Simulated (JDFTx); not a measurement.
Al under changes of volume

One of the cells (16.603 Å³/atom); the others are scaled copies at fixed shape and fractional positions:

```
Al
1.0
     0.00000    2.02481    2.02481
     2.02481    0.00000    2.02481
     2.02481    2.02481    0.00000
Al
1
Direct
  0.00000 0.00000 0.00000
```

* Program: JDFTx 1.7.0 (patched build)
* Functional: LDA
* Potentials or basis: PseudoDojo-SR-LDA-0.4.1-standard
* Cutoff: 599 eV
* Density cutoff: 2395 eV
* k mesh: 11 × 11 × 11
* Occupations: fermi-dirac, width 0.05 eV
* Spin: no spin polarisation

| volume (Å³/atom) | energy over the lowest point (meV/atom) | pressure (GPa) |
| --- | --- | --- |
| 15.607 | ? | ? |
| 15.939 | 0.00 | -0.9 |
| 16.271 | 3.47 | -2.5 |
| 16.603 | 10.07 | -3.9 |
| 16.935 | 19.45 | -5.1 |
| 17.267 | 31.30 | -6.3 |
| 17.599 | 45.35 | -7.2 |

Q: What does the run at 15.607 Å³/atom give?

A: Energy over the lowest point 0.03 meV/atom; pressure 0.9 GPa.

Worked out: A Birch-Murnaghan fit of order 3 (a polynomial in V^(-2/3)) to the other rows has its minimum at 15.78 Å³/atom, just outside them, with B0 = V·E''(V) = 85 GPa and B' = 4.6. It gives 0.05 meV/atom at 15.607 Å³/atom, against the run's 0.03, and -dE/dV = 0.9 GPa, against 0.9.

Energies are extrapolated to zero smearing.
